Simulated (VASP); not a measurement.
# AlNi (Cmmm) in VASP: a series of runs

One crystal, AlNi, is run at these levels: PBE; tasks: single point.

All numbers are computed with VASP 6.6.1; they aren't measurements. Logs are shortened: lines on timing, memory, paths and dates and some standing lists are left out, and cuts for length are marked.

## Step 1: Starting point

It takes space group Cmmm (No. 65, orthorhombic). The conventional cell has a = 3.931 Å, b = 3.960 Å, c = 3.016 Å, α = 90.00°, β = 90.00°, γ = 90.00°. Al (site symmetry mmm) is surrounded by 8 Ni at 2.48 to 2.49 Å and 4 Al at 2.79 Å. Ni (site symmetry mmm) is surrounded by 8 Al at 2.48 to 2.49 Å and 4 Ni at 2.79 Å.

The cell comes from a database or a generator and needn't be the stable form of this composition.

## Step 2: Single point, PBE

INCAR

```
SYSTEM = AlNi
ALGO     = Fast           ! electronic algorithm
EDIFF    = 1E-6           ! SCF threshold, eV
ENCUT    = 520            ! plane-wave cutoff, eV
GGA      = PE             ! functional
ISIF     = 2              ! what is computed and relaxed
ISMEAR   = 0              ! smearing method
LASPH    = .True.         ! aspherical terms in the spheres
LCHARG   = .False.        ! write CHGCAR
LREAL    = .False.        ! projectors in reciprocal space
LWAVE    = .False.        ! write WAVECAR
NBANDS   = 14             ! bands
NELM     = 100            ! most SCF steps
PREC     = Accurate       ! precision mode
SIGMA    = 0.15           ! smearing width, eV
```

KPOINTS

```
k-points
0
Gamma
  20 20 18
  0 0 0
```

POSCAR

```
AlNi
1.0
    1.9652547526     -1.9799495047      0.0000000000
    1.9652547526      1.9799495047      0.0000000000
    0.0000000000      0.0000000000      3.0162175332
Al Ni
1 1
Direct
    0.0000000000      0.0000000000      0.0000000000
    0.5000000000      0.5000000000      0.5000000000
```

Potentials or basis: VASP PAW PBE potentials, release 64 (Al, Ni).

Started as:

```console
> cat potpaw_PBE.64/Al/POTCAR potpaw_PBE.64/Ni/POTCAR > POTCAR
> mpirun -np 1 vasp_std > vasp.out
```

OUTCAR:

```text
SYSTEM = AlNi
   EDIFF = 1E-6
   ENCUT = 520
   GGA = PE
   ISIF = 2
   ISMEAR = 0
   LASPH = .True.
   LREAL = .False.
   NELM = 100
   PREC = Accurate

 ion  position               nearest neighbor table
   1  0.000  0.000  0.000-   2 2.48   2 2.48   2 2.48   2 2.48   2 2.49   2 2.49   2 2.49   2 2.49

   2  0.500  0.500  0.500-   1 2.48   1 2.48   1 2.48   1 2.48   1 2.49   1 2.49   1 2.49   1 2.49

  LATTYP: Found a base centered orthorhombic cell.
 ALAT       =     3.9305095052
 B/A-ratio  =     1.0074772760
 C/A-ratio  =     0.7673858896

  Lattice vectors:

 A1 = (   1.9652547526,  -1.9799495047,   0.0000000000)
 A2 = (   1.9652547526,   1.9799495047,   0.0000000000)
 A3 = (   0.0000000000,   0.0000000000,   3.0162175332)

Analysis of symmetry for initial positions (statically):
=====================================================================
 Subroutine PRICEL returns:
 Original cell was already a primitive cell.

 Routine SETGRP: Setting up the symmetry group for a
 base centered orthorhombic supercell.

 Subroutine GETGRP returns: Found  8 space group operations
 (whereof  8 operations were pure point group operations)
 out of a pool of  8 trial point group operations.

The static configuration has the point symmetry D_2h.

Analysis of symmetry for dynamics (positions and initial velocities):
=====================================================================
 Subroutine PRICEL returns:
 Original cell was already a primitive cell.

 Routine SETGRP: Setting up the symmetry group for a
 base centered orthorhombic supercell.

 Subroutine GETGRP returns: Found  8 space group operations
 (whereof  8 operations were pure point group operations)
 out of a pool of  8 trial point group operations.

The dynamic configuration has the point symmetry D_2h.

 Subroutine INISYM returns: Found  8 space group operations
 (whereof  8 operations are pure point group operations),
 and found     1 'primitive' translations

----------------------------------------------------------------------------------------

                                     Primitive cell

  volume of cell :      23.4728

  direct lattice vectors                    reciprocal lattice vectors
     1.965254753 -1.979949505  0.000000000     0.254419942 -0.252531693  0.000000000
     1.965254753  1.979949505  0.000000000     0.254419942  0.252531693  0.000000000
     0.000000000  0.000000000  3.016217533     0.000000000  0.000000000  0.331541074

  length of vectors
     2.789700035  2.789700035  3.016217533     0.358471425  0.358471425  0.331541074

  position of ions in fractional coordinates (direct lattice)
     0.000000000  0.000000000  0.000000000
     0.500000000  0.500000000  0.500000000

  ion indices of the primitive-cell ions
   primitive index   ion index
                 1           1
                 2           2

----------------------------------------------------------------------------------------

 KPOINTS: k-points

Automatic generation of k-mesh.
 Grid dimensions read from file:
 generate k-points for:   20   20   18

 Generating k-lattice:

  Cartesian coordinates                     Fractional coordinates (reciprocal lattice)
     0.012720997 -0.012626585  0.000000000     0.050000000 -0.000000000  0.000000000
     0.012720997  0.012626585  0.000000000    -0.000000000  0.050000000  0.000000000
     0.000000000  0.000000000  0.018418949     0.000000000  0.000000000  0.055555556

  Length of vectors
     0.017923571  0.017923571  0.018418949

  Shift w.r.t. Gamma in fractional coordinates (k-lattice)
     0.000000000  0.000000000  0.000000000

 Subroutine IBZKPT returns following result:
 ===========================================

 Found   1110 irreducible k-points:

 Following reciprocal coordinates:
            Coordinates               Weight
  0.000000  0.000000  0.000000      1.000000
  0.050000 -0.000000  0.000000      4.000000
  0.100000 -0.000000  0.000000      4.000000
  0.150000  0.000000  0.000000      4.000000
  0.200000 -0.000000  0.000000      4.000000
  0.250000 -0.000000  0.000000      4.000000
[... 16 lines left out ...]
 -0.400000  0.050000  0.000000      4.000000
 -0.350000  0.050000  0.000000      4.000000
 [... further k-points ...]
   k-points           NKPTS =   1110   k-points in BZ     NKDIM =   1110   number of bands    NBANDS=     14
   number of dos      NEDOS =    301   number of ions     NIONS =      2
   total plane-waves  NPLWV =  13824
   dimension x,y,z NGX =    24 NGY =   24 NGZ =   24
   dimension x,y,z NGXF=    48 NGYF=   48 NGZF=   48
   ions per type =               1   1
   NGX,Y,Z   is equivalent  to a cutoff of  14.30, 14.30, 13.23 a.u.
   NGXF,Y,Z  is equivalent  to a cutoff of  28.60, 28.60, 26.46 a.u.
 SYSTEM =  AlNi
   PREC   = accura    normal or accurate (medium, high low for compatibility)
   ISTART =      0    job   : 0-new  1-cont  2-samecut
   ICHARG =      2    charge: 1-file 2-atom 10-const
   ISPIN  =      1    spin polarized calculation?
   LNONCOLLINEAR =      F non collinear calculations
   LSORBIT =      F    spin-orbit coupling
   LASPH  =      T    aspherical Exc in radial PAW
   ENCUT  =  520.0 eV  38.22 Ry    6.18 a.u.   5.19  5.19  5.61*2*pi/ulx,y,z
   NELM   =    100;   NELMIN=  2; NELMDL= -5     # of ELM steps
   EDIFF  = 0.1E-05   stopping-criterion for ELM
   LREAL  =      F    real-space projection
   EDIFFG = 0.1E-04   stopping-criterion for IOM
   NSW    =      0    number of steps for IOM
   IBRION =     -1    ionic relax: 0-MD 1-quasi-New 2-CG
   NFREE  =      0    steps in history (QN), initial steepest desc. (CG)
   ISIF   =      2    stress and relaxation
   ISYM   =      2    0-nonsym 1-usesym 2-fastsym
   POTIM  = 0.5000    time-step for ionic-motion
   TEBEG  =    0.0;   TEEND  =   0.0 temperature during run
   PSTRESS=    0.0 pullay stress
   NELECT =      13.0000    total number of electrons
   NUPDOWN=      -1.0000    fix difference up-down
   EMIN   =  10.00;   EMAX   =-10.00  energy-range for DOS
   EFERMI =   0.00;   METHOD = LEGACY
   ISMEAR =     0;   SIGMA  =   0.15  broadening in eV -4-tet -1-fermi 0-gaus
   EFERMI_NEDOS =   21; number of points for ismear=-14 and -15
   IALGO  =     68    algorithm
   IMIX   =      4    mixing-type and parameters
     AMIX     =   0.40;   BMIX     =  1.00
     AMIX_MAG =   1.60;   BMIX_MAG =  1.00
  volume/ion in A,a.u.               =      11.74        79.20
  Fermi-wavevector in a.u.,A,eV,Ry     =   1.344417  2.540580 24.591955  1.807458
  Thomas-Fermi vector in A             =   2.472413
   LORBIT       =      0    0 simple, 1 ext, 2 COOP (PROOUT), +10 PAW based schemes
   GGA     = PE    functional components
   LHFCALC =     F    Hartree Fock is set to
   AEXX    =    0.0000 exact exchange contribution
   IVDW    =     0    specifies the selected vdW correction
   LEPSILON=     F    determine dielectric tensor
   LRPA    =     F    only Hartree local field effects (RPA)
 non-spin polarized calculation
 RMM-DIIS sequential band-by-band and
 Gauss-broadening in eV      SIGMA  =   0.15
  energy-cutoff  :      520.00
  volume of cell :       23.47
 maximum number of plane-waves:       651
 NGX is ok and might be reduce to    24

 number of electron      12.9999990 magnetization

 Free energy of the ion-electron system (eV)
  ---------------------------------------------------
  ext. energy  EPLUGINS =         0.00000000
  ---------------------------------------------------
  free energy    TOTEN  =       -10.51110064 eV

  energy without entropy =      -10.50188211  energy(sigma->0) =      -10.50649137

 E-fermi :  10.2699     XC(G=0): -12.1378

 val. band max:       10.2613334944   @ k =   0.4500   0.3000   0.5000
 cond. band min:      10.2702220530   @ k =   0.3000   0.1000   0.3333
 fundamental gap:      0.0088885586
 Fermi energy:        10.2699099541

 k-point     1 :       0.0000    0.0000    0.0000
  band No.  band energies     occupation
      1      -1.0063      2.00000
      2       6.8980      2.00000
      3       6.9866      2.00000
      4       8.6273      2.00000
      5       8.6468      2.00000
      6       8.8363      2.00000
      7      14.0664      0.00000
      8      16.7961      0.00000
      9      16.8418      0.00000
     10      17.8881      0.00000
     11      18.7656      0.00000
     12      24.6133      0.00000
     13      30.9038      0.00000
     14      30.9125      0.00000

 k-point     2 :       0.0500   -0.0000    0.0000
  band No.  band energies     occupation
      1      -0.9572      2.00000
      2       6.9095      2.00000
      3       6.9902      2.00000
      4       8.6038      2.00000
      5       8.6424      2.00000
      6       8.8160      2.00000
      7      14.1387      0.00000
      8      16.1112      0.00000
      9      16.8810      0.00000
     10      17.9627      0.00000
     11      19.3082      0.00000
     12      24.8259      0.00000
     13      30.1490      0.00000
     14      30.9152      0.00000

 k-point     3 :       0.1000   -0.0000    0.0000
  band No.  band energies     occupation
      1      -0.8101      2.00000
      2       6.9376      2.00000
      3       7.0011      2.00000
      4       8.5198      2.00000
      5       8.6484      2.00000
      6       8.7581      2.00000
      7      14.3499      0.00000
      8      14.9099      0.00000
      9      17.0628      0.00000
     10      18.0089      0.00000
     11      20.1858      0.00000
     12      25.4735      0.00000
     13      28.8493      0.00000
     14      30.9286      0.00000
[... 324 lines left out ...]
 k-point    23 :      -0.4000    0.0500    0.0000
  band No.  band energies     occupation
      1       2.0384      2.00000
      2       5.1727      2.00000
      3       7.4315      2.00000
      4       7.7539      2.00000
      5       8.1674      2.00000
      6       8.7147      2.00000
      7       9.9866      1.99244
      8      17.7206      0.00000
      9      18.1762      0.00000
     10      19.9339      0.00000
     11      21.6215      0.00000
     12      23.1768      0.00000
     13      24.0347      0.00000
     14      25.7431      0.00000

 k-point    24 :      -0.3500    0.0500    0.0000
  band No.  band energies     occupation
      1       1.3635      2.00000
      2       5.8687      2.00000
      3       7.3653      2.00000
      4       7.8436      2.00000
      5       8.2354      2.00000
      6       8.7018      2.00000
      7      10.2779      0.94008
      8      16.9987      0.00000
      9      17.9864      0.00000
     10      19.3904      0.00000
     11      22.6607      0.00000
     12      23.3566      0.00000
     13      24.3514      0.00000
     14      26.3074      0.00000

 [... further k-points ...]
[... 5 lines left out ...]
  --------------------------------------------------------------------------------------
  -------------------------------------------------------------------------------------
  Total        1.1593503      0.9027487      0.3553054      0.0000000      0.0000000      0.0000000
  in kB       79.1333631     61.6185993     24.2519588      0.0000000      0.0000000      0.0000000
  external PRESSURE =      55.0013071 kB  Pullay stress =       0.0000000 kB

 VOLUME and BASIS-vectors are now :
 -----------------------------------------------------------------------------
  energy-cutoff  :      520.00
  volume of cell :       23.47
      direct lattice vectors                 reciprocal lattice vectors
     1.965254753 -1.979949505  0.000000000     0.254419942 -0.252531693  0.000000000
     1.965254753  1.979949505  0.000000000     0.254419942  0.252531693  0.000000000
     0.000000000  0.000000000  3.016217533     0.000000000  0.000000000  0.331541074

 POSITION                                       TOTAL-FORCE (eV/Angst)
 -----------------------------------------------------------------------------------
      0.00000      0.00000      0.00000        -0.000000      0.000000      0.000000
      1.96525      0.00000      1.50811         0.000000      0.000000      0.000000
 -----------------------------------------------------------------------------------
    total drift:                                0.000000     -0.000000     -0.000000

  FREE ENERGIE OF THE ION-ELECTRON SYSTEM (eV)
  ---------------------------------------------------
  free  energy   TOTEN  =       -10.5111006381 eV

  energy  without entropy=      -10.5018821093  energy(sigma->0) =      -10.50649137
```

It took 2.8 min on 1 thread of Intel Xeon 6975P-C (Granite Rapids), shared host; peak memory 0.46 GiB.

What came out:

```yaml
Free_energy: -10.5111 eV
Pressure: 5.5 GPa
Band_gap_on_the_k_mesh: none (metal or under the smearing width)
```

Levels at points of the mesh, in eV from the Fermi level:
| k point | band 3 | band 4 | band 5 | band 6 | band 7 | band 8 | band 9 | band 10 | band 11 | band 12 |
| --- | --- | --- | --- | --- | --- | --- | --- | --- | --- | --- |
| (0.00, 0.00, 0.00) | -3.28 | -1.64 | -1.62 | -1.43 | 3.80 | 6.53 | 6.57 | 7.62 | 8.50 | 14.34 |
| (0.50, 0.00, 0.00) | -2.79 | -2.60 | -2.15 | -1.52 | -0.46 | 8.13 | 8.55 | 9.90 | 11.12 | 12.14 |
| (0.50, 0.50, 0.00) | -2.63 | -2.51 | -2.34 | -2.34 | -0.91 | 2.00 | 3.03 | 11.31 | 14.13 | 14.20 |
| (0.00, 0.00, 0.50) | -2.92 | -2.17 | -2.14 | -1.38 | -1.04 | 8.35 | 10.81 | 10.86 | 11.34 | 11.34 |
| (0.50, 0.00, 0.50) | -3.28 | -2.89 | -2.05 | -1.98 | -1.14 | 1.35 | 2.32 | 13.19 | 15.46 | 16.08 |
| (0.50, 0.50, 0.50) | -4.16 | -1.12 | -0.90 | 1.90 | 2.03 | 2.14 | 3.89 | 4.20 | 4.29 | 5.08 |

Spin polarisation is off, so any magnetic state and its effect on volume and gap are missing.

## Step 3: Single point, PBE

This run uses another cell than the first one, of the same volume but with other edges.

INCAR

```
ALGO     = Fast           # electronic algorithm
EDIFF    = 1E-6           # SCF threshold, eV
ENCUT    = 520            # plane-wave cutoff, eV
GGA      = PE             # functional
ISIF     = 2              # what is computed and relaxed
ISMEAR   = 0              # smearing method
LASPH    = T              # aspherical terms in the spheres
LCHARG   = F              # write CHGCAR
LREAL    = F              # projectors in reciprocal space
LWAVE    = F              # write WAVECAR
NBANDS   = 14             # bands
NELM     = 100            # most SCF steps
PREC     = Accurate       # precision mode
SIGMA    = 0.15           # smearing width, eV
```

KPOINTS

```
k-points
0
Gamma
  20 20 18
```

POSCAR

```
AlNi
1.0
    1.9933336141     -2.0082383196      0.0000000000
    1.9933336141      2.0082383196      0.0000000000
    0.0000000000      0.0000000000      2.9318408367
Al Ni
1 1
Direct
    0.0000000000      0.0000000000      0.0000000000
    0.5000000000      0.5000000000      0.5000000000
```

Potentials or basis: VASP PAW PBE potentials, release 64 (Al, Ni).

Started as:

```console
> cat potpaw_PBE.64/Al/POTCAR potpaw_PBE.64/Ni/POTCAR > POTCAR
> mpirun -np 1 vasp_std > vasp.out
```

Run time: 2.9 min. Hardware: 1 thread of Intel Xeon 6975P-C (Granite Rapids), shared host; peak memory 0.46 GiB.

Results (log left out):

```
Free energy            : -10.5261 eV
Pressure               : 5.2 GPa
Band gap on the k mesh : none (metal or under the smearing width)
```

Stress tensor (GPa, compression positive):
```
6.96 0.00 0.00
0.00 5.08 0.00
0.00 0.00 3.54
```

Levels at points of the mesh, in eV from the Fermi level:
```
           k point  band 3  band 4  band 5  band 6  band 7  band 8  band 9  band 10  band 11  band 12
(0.00, 0.00, 0.00)   -3.30   -1.62   -1.60   -1.51    4.74    5.99    6.04     7.99     8.33    14.14
(0.50, 0.00, 0.00)   -2.81   -2.43   -2.23   -1.51   -0.56    8.26    9.38    10.51    10.57    11.55
(0.50, 0.50, 0.00)   -2.83   -2.72   -2.23   -2.22   -0.98    1.74    2.78    11.92    14.74    14.81
(0.00, 0.00, 0.50)   -2.87   -2.25   -2.22   -1.44   -0.83    8.31   10.41    10.46    11.18    11.19
(0.50, 0.00, 0.50)   -3.10   -2.92   -2.09   -2.06   -1.07    1.42    2.45    12.79    15.35    15.73
(0.50, 0.50, 0.50)   -4.17   -1.05   -0.96    1.94    1.97    2.08    3.87     4.35     4.44     4.78
```

Spin polarisation is off, so any magnetic state and its effect on volume and gap are missing.

## Step 4: Single point, PBE

This run uses another cell than the first one, of the same volume but with other edges.

INCAR

```
SYSTEM = AlNi
  ALGO = Fast
  EDIFF = 1E-6
  ENCUT = 520
  GGA = PE
  ISIF = 2
  ISMEAR = 0
  LASPH = .True.
  LCHARG = .False.
  LREAL = .False.
  LWAVE = .False.
  NBANDS = 14
  NELM = 100
  PREC = Accurate
  SIGMA = 0.15
```

KPOINTS

```
k-points
0
Gamma
  20 20 18
  0 0 0
```

POSCAR

```
AlNi
1.0
    1.8243809030     -1.8380223024      0.0000000000
    1.8243809030      1.8380223024      0.0000000000
    0.0000000000      0.0000000000      3.5000104054
Al Ni
1 1
Direct
    0.0000000000      0.0000000000      0.0000000000
    0.5000000000      0.5000000000      0.5000000000
```

Started as:

```console
> cat potpaw_PBE.64/Al/POTCAR potpaw_PBE.64/Ni/POTCAR > POTCAR
> mpirun -np 1 vasp_std > vasp.out
```

Wall time 3.4 min (1 thread of Intel Xeon 6975P-C (Granite Rapids), shared host); peak memory 0.45 GiB.

The run converged. Its results:

```yaml
Free_energy: -10.3028 eV
Pressure: 7.8 GPa
Band_gap_on_the_k_mesh: none (metal or under the smearing width)
```

Stress tensor (GPa, compression positive):
```
13.26  0.00  0.00
 0.00 12.52  0.00
 0.00  0.00 -2.29
```

Levels at points of the mesh, in eV from the Fermi level:
```tsv
k point	band 3	band 4	band 5	band 6	band 7	band 8	band 9	band 10	band 11	band 12
(0.00, 0.00, 0.00)	-3.30	-1.63	-1.62	-1.05	-0.28	4.62	9.29	9.51	9.54	16.40
(0.50, 0.00, 0.00)	-3.40	-2.89	-1.81	-1.47	0.02	5.12	6.52	7.54	10.37	14.09
(0.50, 0.50, 0.00)	-2.81	-2.80	-1.52	-1.37	-0.54	3.05	4.33	9.17	11.38	11.54
(0.00, 0.00, 0.50)	-3.17	-2.09	-1.80	-1.78	-1.04	8.89	12.48	12.54	12.55	13.27
(0.50, 0.00, 0.50)	-3.62	-2.63	-1.80	-1.77	-1.61	1.48	1.57	15.42	15.91	16.45
(0.50, 0.50, 0.50)	-3.94	-1.51	-0.54	1.78	2.63	2.77	3.35	3.45	4.32	6.55
```

Spin polarisation is off, so any magnetic state and its effect on volume and gap are missing.
